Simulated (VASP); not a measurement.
Input of a VASP 6.6.1 run:

The input INCAR:

```
SYSTEM = Nb5N4
ALGO     = Normal         ! electronic algorithm
DIPOL    = 0.5 0.5 0.500
EDIFF    = 1E-6           ! SCF threshold, eV
ENCUT    = 900            ! plane-wave cutoff, eV
GGA      = PE             ! functional
IDIPOL   = 3            
ISIF     = 2              ! what is computed and relaxed
ISMEAR   = -1             ! smearing method
LASPH    = .TRUE.         ! aspherical terms in the spheres
LCHARG   = .FALSE.        ! write CHGCAR
LDIPOL   = .TRUE.       
LREAL    = .FALSE.        ! projectors in reciprocal space
LWAVE    = .FALSE.        ! write WAVECAR
NELM     = 60             ! most SCF steps
PREC     = Accurate       ! precision mode
SIGMA    = 0.05           ! smearing width, eV
```

The input KPOINTS:

```
k-points
0
G
  7 7 1
  0 0 0
```

POSCAR

```
Nb5N4
1.0
    2.9399979705      0.0000000000      0.0000000000
   -1.4699989852      2.5461129295      0.0000000000
    0.0000000000      0.0000000000     26.1600000000
Nb N
5 4
Direct
    0.0000000000      0.0000000000      0.2866972477
    0.0000000000      0.0000000000      0.3933486239
    0.0000000000      0.0000000000      0.5000000000
    0.0000000000      0.0000000000      0.6066513761
    0.0000000000      0.0000000000      0.7133027523
    0.6666666667      0.3333333334      0.3400229358
    0.6666666667      0.3333333334      0.4466743119
    0.6666666667      0.3333333334      0.5533256881
    0.6666666667      0.3333333334      0.6599770642
```

Potentials or basis: VASP PAW PBE potentials, release 54 (Nb_sv, N).

The run is started by

```sh
$ cat potpaw_PBE.54/Nb_sv/POTCAR potpaw_PBE.54/N/POTCAR > POTCAR
$ mpirun -np 1 vasp_std > vasp.out
```

(1) What does it give for the largest force?

(2) Estimate the band gap on the k mesh.

## Answers

(1) 1.130 eV/Å.

(2) none (metal or under the smearing width).
